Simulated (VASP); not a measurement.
# Si6O11 (a cell with a defect) in VASP: a series of runs

The runs below take Si6O11 (a cell with a defect) through single point, with PBE.

All numbers are computed with VASP 6.6.1; they aren't measurements. Logs are shortened: lines on timing, memory, paths and dates and some standing lists are left out, and cuts for length are marked.

## 1. The crystal as given

The cell holds a defect, 34 atoms: a = 7.454 Å, b = 7.454 Å, c = 10.042 Å, α = 70.32°, β = 70.32°, γ = 71.37°.

The cell was built by a generator and needn't be a form met in nature.

## 2. Single point, PBE

INCAR reads:

```
PREC     = Accurate       # precision mode
ENCUT    = 520            # plane-wave cutoff, eV
EDIFF    = 1E-6           # SCF threshold, eV
ISMEAR   = -1             # smearing method
SIGMA    = 0.01           # smearing width, eV
LREAL    = Auto         
LASPH    = T              # aspherical terms in the spheres
NELM     = 100            # most SCF steps
ALGO     = Fast           # electronic algorithm
ISIF     = 2              # what is computed and relaxed
LWAVE    = F              # write WAVECAR
LCHARG   = F              # write CHGCAR
GGA      = PE             # functional
NBANDS   = 113            # bands
NELECT   = 179.0
```

KPOINTS reads:

```
Automatic mesh
0
Gamma
  1 1 1
  0.25 0.25 0.25
```

POSCAR reads:

```
Si6O11
1.0
   -2.5104095100      4.3481568300      5.5092742100
    5.0208190300      0.0000000000      5.5092742100
    5.0208190300      8.6963136500      0.0000000000
Si O
12 22
Direct
    0.4064266732      0.9491739943      0.0315460710
    0.8817612824      0.4052398858      0.3066825700
    0.0002971110      0.0060997855      0.2586547216
    0.4983822783      0.5139578627      0.0083094243
    0.1010501897      0.5704188554      0.4527567495
    0.5786425605      0.0987818536      0.2074139800
    0.4184665774      0.9105717507      0.5301519827
    0.9123805315      0.4196907719      0.7903071732
    0.0017292235     -0.0201846433      0.7651315507
    0.5311364416      0.4806947909      0.4799924501
    0.0796607384      0.5663183156      0.9707023874
    0.5971509776      0.0666768993      0.6998021075
    0.0274618489      0.4596177166      0.3703655114
    0.5534146529      0.9978726223      0.0964945331
    0.0666053960      0.8080258840      0.3784808736
    0.5554601864      0.3328693415      0.1446144072
    0.1780325915      0.0417407866      0.1138388943
    0.3378163117      0.4816424994      0.4371675669
    0.8026418033      1.0048953597      0.2278305488
    0.4468543473      0.7134206867      0.0608577673
    0.4215347985      0.0529811679      0.3656363245
    0.9234062192      0.5078015994      0.1325575071
    0.0520024616      0.4556522932      0.8682656852
    0.5607807954      0.9571284861      0.5996323973
    0.0274871199      0.8036822143      0.9120243707
    0.5753115047      0.3006037255      0.6177805480
    0.1955472184     -0.0549735558      0.6303858854
    0.6812451673      0.5069994220      0.8625794191
    0.3053617975      0.4894258923      0.9807983811
    0.8186429994      0.9711623137      0.7158528516
    0.5096803735      0.6847162877      0.5137767492
    0.9597815359      0.1866303388      0.8034490713
    0.4366874389      0.0510800360      0.8576228995
    0.9694852455      0.5382088028      0.6188619498
```

Potentials or basis: VASP PAW PBE potentials, release 64 (Si, O).

Run with:

```sh
$ cat potpaw_PBE.64/Si/POTCAR potpaw_PBE.64/O/POTCAR > POTCAR
$ mpirun -np 1 vasp_std > vasp.out
```

OUTCAR:

```text
PREC = Accurate
   ENCUT = 520
   EDIFF = 1E-6
   ISMEAR = -1
   LREAL = Auto
   LASPH = T
   NELM = 100
   ISIF = 2
   GGA = PE
   NELECT = 179.0

 ion  position               nearest neighbor table
   1  0.406  0.949  0.032-  33 1.62  20 1.62  14 1.63  17 1.66  12 3.09   3 3.12   6 3.13
   2  0.882  0.405  0.307-  22 1.62  13 1.64  10 2.61   3 2.98
   3  0.000  0.006  0.259-  19 1.61  17 1.61  15 1.62   2 2.98   1 3.12
   4  0.498  0.514  0.008-  29 1.63  16 1.63  20 1.63  28 1.63   6 3.06   8 3.15
   5  0.101  0.570  0.453-  34 1.61  15 1.65  18 1.65  13 1.65  10 3.15
   6  0.579  0.099  0.207-  16 1.62  14 1.62  21 1.63  19 1.65   7 3.05   4 3.06   1 3.13
   7  0.418  0.911  0.530-  27 1.62  24 1.62  21 1.63  31 1.64   6 3.05  12 3.14
   8  0.912  0.420  0.790-  23 1.62  32 1.63  34 1.63  28 1.64  11 3.12   4 3.15
   9  0.002  0.980  0.765-  32 1.62  30 1.63  25 1.63  27 1.63  11 3.08  12 3.12
  10  0.531  0.481  0.480-  26 1.61  31 1.62  18 1.63   2 2.61  12 3.13   5 3.15
  11  0.080  0.566  0.971-  23 1.61  29 1.62  25 1.63  22 1.66   9 3.08   8 3.12
  12  0.597  0.067  0.700-  30 1.62  24 1.62  33 1.63  26 1.64   1 3.09   9 3.12  10 3.13   7 3.14

  13  0.027  0.460  0.370-   2 1.64   5 1.65
  14  0.553  0.998  0.096-   6 1.62   1 1.63
  15  0.067  0.808  0.378-   3 1.62   5 1.65
  16  0.555  0.333  0.145-   6 1.62   4 1.63
  17  0.178  0.042  0.114-   3 1.61   1 1.66
  18  0.338  0.482  0.437-  10 1.63   5 1.65
[... 14 lines left out ...]
  33  0.437  0.051  0.858-   1 1.62  12 1.63
  34  0.969  0.538  0.619-   5 1.61   8 1.63

  LATTYP: Found a base centered monoclinic cell.
 ALAT       =    12.1085520629
 B/A-ratio  =     0.7181959996
 C/A-ratio  =     0.8293013073
 COS(beta)  =    -0.4146506542

  Lattice vectors:

 A1 = (   2.5104095100,  -4.3481568300,  -5.5092742100)
 A2 = (  -5.0208190300,   0.0000000000,  -5.5092742100)
 A3 = (   5.0208190300,   8.6963136500,   0.0000000000)

Analysis of symmetry for initial positions (statically):
=====================================================================
 Subroutine PRICEL returns:
 Original cell was already a primitive cell.

 Routine SETGRP: Setting up the symmetry group for a
 base centered monoclinic supercell.

 Subroutine GETGRP returns: Found  1 space group operations
 (whereof  1 operations were pure point group operations)
 out of a pool of  4 trial point group operations.

The static configuration has the point symmetry C_1 .

Analysis of symmetry for dynamics (positions and initial velocities):
=====================================================================
 Subroutine PRICEL returns:
 Original cell was already a primitive cell.

 Routine SETGRP: Setting up the symmetry group for a
 base centered monoclinic supercell.

 Subroutine GETGRP returns: Found  1 space group operations
 (whereof  1 operations were pure point group operations)
 out of a pool of  4 trial point group operations.

The dynamic configuration has the point symmetry C_1 .

 Subroutine INISYM returns: Found  1 space group operations
 (whereof  1 operations are pure point group operations),
 and found     1 'primitive' translations

----------------------------------------------------------------------------------------

                                     Primitive cell

  volume of cell :     481.0987

  direct lattice vectors                    reciprocal lattice vectors
    -2.510409510  4.348156830  5.509274210    -0.099585346  0.057495626  0.090756056
     5.020819030  0.000000000  5.509274210     0.099585346 -0.057495626  0.090756056
     5.020819030  8.696313650  0.000000000     0.049792673  0.086243439 -0.045378028

  length of vectors
     7.453906764  7.453906764 10.041638055     0.146491126  0.146491126  0.109436770

  position of ions in fractional coordinates (direct lattice)
     0.406426673  0.949173994  0.031546071
     0.881761282  0.405239886  0.306682570
     0.000297111  0.006099785  0.258654722
     0.498382278  0.513957863  0.008309424
     0.101050190  0.570418855  0.452756749
     0.578642561  0.098781854  0.207413980
[... 26 lines left out ...]
     0.436687439  0.051080036  0.857622900
     0.969485246  0.538208803  0.618861950

  ion indices of the primitive-cell ions
   primitive index   ion index
                 1           1
                 2           2
                 3           3
                 4           4
                 5           5
                 6           6
[... 26 lines left out ...]
                33          33
                34          34

----------------------------------------------------------------------------------------

 KPOINTS: Automatic mesh

Automatic generation of k-mesh.
 Grid dimensions read from file:
 generate k-points for:    1    1    1

 Generating k-lattice:

  Cartesian coordinates                     Fractional coordinates (reciprocal lattice)
    -0.099585346  0.057495626  0.090756056     1.000000000  0.000000000  0.000000000
     0.099585346 -0.057495626  0.090756056    -0.000000000  1.000000000  0.000000000
     0.049792673  0.086243439 -0.045378028     0.000000000  0.000000000  1.000000000

  Length of vectors
     0.146491126  0.146491126  0.109436770

  Shift w.r.t. Gamma in fractional coordinates (k-lattice)
     0.250000000  0.250000000  0.250000000

 Subroutine IBZKPT returns following result:
 ===========================================

 Found      1 irreducible k-points:

 Following reciprocal coordinates:
            Coordinates               Weight
  0.250000  0.250000  0.250000      2.000000
   k-points           NKPTS =      1   k-points in BZ     NKDIM =      1   number of bands    NBANDS=    113
   number of dos      NEDOS =    301   number of ions     NIONS =     34
   total plane-waves  NPLWV = 250880
   dimension x,y,z NGX =    56 NGY =   56 NGZ =   80
   dimension x,y,z NGXF=   112 NGYF=  112 NGZF=  160
   ions per type =              12  22
   NGX,Y,Z   is equivalent  to a cutoff of  12.49, 12.49, 13.24 a.u.
   NGXF,Y,Z  is equivalent  to a cutoff of  24.98, 24.98, 26.49 a.u.
 SYSTEM =  unknown system
   PREC   = accura    normal or accurate (medium, high low for compatibility)
   ISTART =      0    job   : 0-new  1-cont  2-samecut
   ICHARG =      2    charge: 1-file 2-atom 10-const
   ISPIN  =      1    spin polarized calculation?
   LNONCOLLINEAR =      F non collinear calculations
   LSORBIT =      F    spin-orbit coupling
   LASPH  =      T    aspherical Exc in radial PAW
   ENCUT  =  520.0 eV  38.22 Ry    6.18 a.u.  13.86 13.86 18.67*2*pi/ulx,y,z
   NELM   =    100;   NELMIN=  2; NELMDL= -5     # of ELM steps
   EDIFF  = 0.1E-05   stopping-criterion for ELM
   LREAL  =      T    real-space projection
   EDIFFG = 0.1E-04   stopping-criterion for IOM
   NSW    =      0    number of steps for IOM
   IBRION =     -1    ionic relax: 0-MD 1-quasi-New 2-CG
   NFREE  =      0    steps in history (QN), initial steepest desc. (CG)
   ISIF   =      2    stress and relaxation
   ISYM   =      2    0-nonsym 1-usesym 2-fastsym
   POTIM  = 0.5000    time-step for ionic-motion
   TEBEG  =    0.0;   TEEND  =   0.0 temperature during run
   PSTRESS=    0.0 pullay stress
   NELECT =     179.0000    total number of electrons
   NUPDOWN=      -1.0000    fix difference up-down
   EMIN   =  10.00;   EMAX   =-10.00  energy-range for DOS
   EFERMI =   0.00;   METHOD = LEGACY
   ISMEAR =    -1;   SIGMA  =   0.01  broadening in eV -4-tet -1-fermi 0-gaus
   EFERMI_NEDOS =   21; number of points for ismear=-14 and -15
   IALGO  =     68    algorithm
   IMIX   =      4    mixing-type and parameters
     AMIX     =   0.40;   BMIX     =  1.00
     AMIX_MAG =   1.60;   BMIX_MAG =  1.00
  volume/ion in A,a.u.               =      14.15        95.49
  Fermi-wavevector in a.u.,A,eV,Ry     =   1.177464  2.225085 18.863423  1.386422
  Thomas-Fermi vector in A             =   2.313811
   LORBIT       =      0    0 simple, 1 ext, 2 COOP (PROOUT), +10 PAW based schemes
   GGA     = PE    functional components
   LHFCALC =     F    Hartree Fock is set to
   AEXX    =    0.0000 exact exchange contribution
   IVDW    =     0    specifies the selected vdW correction
   LEPSILON=     F    determine dielectric tensor
   LRPA    =     F    only Hartree local field effects (RPA)
 non-spin polarized calculation
 RMM-DIIS sequential band-by-band and
  energy-cutoff  :      520.00
  volume of cell :      481.10
 maximum number of plane-waves:     12934
 NGX is ok and might be reduce to    56
   NGX = 27   NGY = 27   NGZ = 37

 number of electron     178.9999977 magnetization

 Free energy of the ion-electron system (eV)
  ---------------------------------------------------
  ext. energy  EPLUGINS =         0.00000000
  ---------------------------------------------------
  free energy    TOTEN  =      -265.71218652 eV

  energy without entropy =     -265.69832357  energy(sigma->0) =     -265.70525504

 E-fermi :   1.9007     XC(G=0):  -8.6711

 val. band max:        1.9006653565   @ k =   0.2500   0.2500   0.2500
 cond. band min:       5.3450755686   @ k =   0.2500   0.2500   0.2500
 fundamental gap:      3.4444102121
 Fermi energy:         1.9006653565

 k-point     1 :       0.2500    0.2500    0.2500
  band No.  band energies     occupation
      1     -18.6312      2.00000
      2     -18.2879      2.00000
      3     -18.2367      2.00000
      4     -18.1340      2.00000
      5     -18.0556      2.00000
      6     -17.8271      2.00000
[... 93 lines left out ...]
    100       9.1327      0.00000
    101       9.2851      0.00000
 [bands above 101 left out]

------------------------ aborting loop because EDIFF is reached ----------------------------------------

  FORCE on cell =-STRESS in cart. coord.  units (eV):
  Direction    XX          YY          ZZ          XY          YZ          ZX
  --------------------------------------------------------------------------------------
  -------------------------------------------------------------------------------------
  Total      -18.7172378     -5.6644412    -12.1647225      0.2823880     -2.3141420      0.9718480
  in kB      -62.3330236    -18.8639879    -40.5115298      0.9404219     -7.7066643      3.2364939
  external PRESSURE =     -40.5695138 kB  Pullay stress =       0.0000000 kB

 VOLUME and BASIS-vectors are now :
 -----------------------------------------------------------------------------
  energy-cutoff  :      520.00
  volume of cell :      481.10
      direct lattice vectors                 reciprocal lattice vectors
    -2.510409510  4.348156830  5.509274210    -0.099585346  0.057495626  0.090756056
     5.020819030  0.000000000  5.509274210     0.099585346 -0.057495626  0.090756056
     5.020819030  8.696313650  0.000000000     0.049792673  0.086243439 -0.045378028

 POSITION                                       TOTAL-FORCE (eV/Angst)
 -----------------------------------------------------------------------------------
      3.90372      2.04154      7.46838         0.018950     -0.003912     -0.007125
      1.36085      6.50104      7.09044         0.007226      0.012662     -0.039881
      1.32854      2.25063      0.03524         0.046548      0.010926      0.017108
      1.37107      2.23931      5.57726         0.003979      0.000368      0.004489
      4.88350      4.37670      3.69931        -0.025060     -0.023362      0.002539
      0.08472      4.31977      3.73212        -0.031088      0.020083      0.000801
[... 26 lines left out ...]
      3.46617      9.35694      2.68724        -0.010829      0.006448      0.000420
      3.37564      9.59729      8.30630        -0.003185      0.030998     -0.015843
 -----------------------------------------------------------------------------------
    total drift:                                0.018305     -0.011872      0.003239

  FREE ENERGIE OF THE ION-ELECTRON SYSTEM (eV)
  ---------------------------------------------------
  free  energy   TOTEN  =      -265.7121865165 eV

  energy  without entropy=     -265.6983235729  energy(sigma->0) =     -265.70525504
```

It took 3.3 min on 1 thread of AMD EPYC 7R43 (Zen 3), shared host; peak memory 0.47 GiB.

What came out:

```yaml
Free_energy: -265.7122 eV
Largest_force: 0.054 eV/Å
Band_gap_on_the_k_mesh: none (metal or under the smearing width)
```

Forces on the atoms (eV/Å):
```
Si   0.019 -0.004 -0.007
Si   0.007  0.013 -0.040
Si   0.047  0.011  0.017
Si   0.004  0.000  0.004
Si  -0.025 -0.023  0.003
Si  -0.031  0.020  0.001
Si  -0.007 -0.002 -0.016
Si  -0.008 -0.022  0.003
Si   0.003  0.003  0.012
Si  -0.029 -0.014  0.018
Si   0.010  0.026 -0.032
Si  -0.004 -0.010  0.010
O    0.027  0.019  0.017
O    0.014  0.003 -0.001
O   -0.018  0.000 -0.016
O   -0.002 -0.004  0.009
O   -0.027  0.011  0.015
O    0.015  0.003  0.002
O    0.030 -0.034 -0.019
O   -0.005 -0.018  0.001
O   -0.012  0.004 -0.001
O   -0.023 -0.031  0.038
O    0.008 -0.010  0.000
O    0.017 -0.011 -0.004
O   -0.010 -0.006  0.000
O   -0.025  0.021 -0.022
O   -0.004  0.017 -0.001
O    0.000  0.010  0.000
O    0.013  0.016  0.013
O    0.015  0.008  0.004
O    0.010 -0.015  0.006
O    0.005 -0.018  0.001
O   -0.011  0.006  0.000
O   -0.003  0.031 -0.016
```

Caveat: the cell carries a net charge on a neutralising background, which shifts energy and pressure; the cell is charged against a uniform background, so pressure and absolute levels hang on convention; an odd number of electrons without spin polarisation forces a metal; a magnetic or distorted state may lie lower.

## 3. Single point, PBE

INCAR reads:

```
SYSTEM = Si6O11
PREC     = Accurate       ! precision mode
ENCUT    = 520            ! plane-wave cutoff, eV
EDIFF    = 1E-6           ! SCF threshold, eV
ISMEAR   = -1             ! smearing method
SIGMA    = 0.01           ! smearing width, eV
LREAL    = Auto         
LASPH    = .True.         ! aspherical terms in the spheres
NELM     = 100            ! most SCF steps
ALGO     = Fast           ! electronic algorithm
ISIF     = 2              ! what is computed and relaxed
LWAVE    = .False.        ! write WAVECAR
LCHARG   = .False.        ! write CHGCAR
GGA      = PE             ! functional
NELECT   = 179.0        
NBANDS   = 113            ! bands
```

KPOINTS is that of step 2.

POSCAR reads:

```
Si6O11
1.0
   -2.5104095100      4.3481568300      5.5092742100
    5.0208190300      0.0000000000      5.5092742100
    5.0208190300      8.6963136500      0.0000000000
Si O
12 22
Direct
    0.4049040000      0.9284293300      0.0357853300
    0.9049040000      0.4284293300      0.2857853300
    0.0000000000      0.0000000000      0.2617626700
    0.5000000000      0.5000000000      0.0117626700
    0.0950960000      0.5715706700      0.4524520000
    0.5950960000      0.0715706700      0.2024520000
    0.4049040000      0.9284293300      0.5357853300
    0.9049040000      0.4284293300      0.7857853300
    0.0000000000      0.0000000000      0.7617626700
    0.5000000000      0.5000000000      0.5117626700
    0.0950960000      0.5715706700      0.9524520000
    0.5950960000      0.0715706700      0.7024520000
    0.0622038000      0.4766467000      0.3409667000
    0.5622038000      0.9766467000      0.0909667000
    0.0640233200      0.8081605100      0.3886982900
    0.5640233200      0.3081605100      0.1386982900
    0.1820486300      0.0234685400      0.1161971300
    0.3179513700      0.4765314600      0.4689557200
    0.8179513700      0.9765314600      0.2189557200
    0.4359766800      0.6918394900      0.0747902100
    0.4377962000      0.0233533000      0.3603919500
    0.9377962000      0.5233533000      0.1103919500
    0.0622038000      0.4766467000      0.8409667000
    0.5622038000      0.9766467000      0.5909667000
    0.0640233200      0.8081605100      0.8886982900
    0.5640233200      0.3081605100      0.6386982900
    0.1820486300      0.0234685400      0.6161971300
    0.6820486300      0.5234685400      0.8661971300
    0.3179513700      0.4765314600      0.9689557200
    0.8179513700      0.9765314600      0.7189557200
    0.4359766800      0.6918394900      0.5747902100
    0.9359766800      0.1918394900      0.8247902100
    0.4377962000      0.0233533000      0.8603919500
    0.9377962000      0.5233533000      0.6103919500
```

Potentials or basis: VASP PAW PBE potentials, release 64 (Si, O).

Run with:

```sh
$ cat potpaw_PBE.64/Si/POTCAR potpaw_PBE.64/O/POTCAR > POTCAR
$ mpirun -np 1 vasp_std > vasp.out
```

Wall time 3.9 min (1 thread of AMD EPYC 7R43 (Zen 3), shared host); peak memory 0.47 GiB.

It converged, with:

```yaml
Free_energy: -265.0138 eV
Largest_force: 1.304 eV/Å
Band_gap_on_the_k_mesh: none (metal or under the smearing width)
```

Forces in eV/Å, atoms in the order of the input:
```
Si  -0.717 -0.073  0.428
Si  -0.107 -0.139 -0.971
Si  -0.479 -0.377  0.220
Si  -0.224 -0.244  0.129
Si   0.666  0.673 -0.394
Si   0.523 -0.893 -0.090
Si   0.799 -0.055  0.540
Si   0.157  0.305 -0.295
Si   0.268  0.165 -0.082
Si  -0.038  0.651 -0.619
Si  -0.682 -0.667  0.889
Si  -0.384  0.606 -0.554
O   -0.135 -0.394 -0.281
O    0.045  0.257 -0.022
O    0.435 -0.278  0.419
O   -0.056  0.303 -0.101
O    0.951  0.105 -0.324
O   -0.514  0.140  0.590
O    0.079  0.592  0.372
O    0.281  0.112  0.020
O   -0.130  0.059 -0.073
O    0.589  0.611 -0.769
O    0.068  0.119  0.039
O   -0.095 -0.153  0.052
O   -0.024  0.141 -0.135
O    0.177 -0.587  0.682
O   -0.323 -0.103  0.089
O    0.031  0.005 -0.003
O    0.144 -0.005 -0.202
O    0.021 -0.238  0.023
O   -1.010 -0.119 -0.051
O   -0.040 -0.058  0.036
O    0.089 -0.037  0.047
O   -0.365 -0.423  0.392
```

Levels at points of the mesh, in eV from the Fermi level:
| k point | band 86 | band 87 | band 88 | band 89 | band 90 | band 91 | band 92 | band 93 |
| --- | --- | --- | --- | --- | --- | --- | --- | --- |
| (0.25, 0.25, 0.25) | -1.61 | -1.56 | -1.53 | -1.33 | 0.00 | 2.31 | 4.42 | 4.77 |

Caveat: the cell carries a net charge on a neutralising background, which shifts energy and pressure; the cell is charged against a uniform background, so pressure and absolute levels hang on convention; an odd number of electrons without spin polarisation forces a metal; a magnetic or distorted state may lie lower.
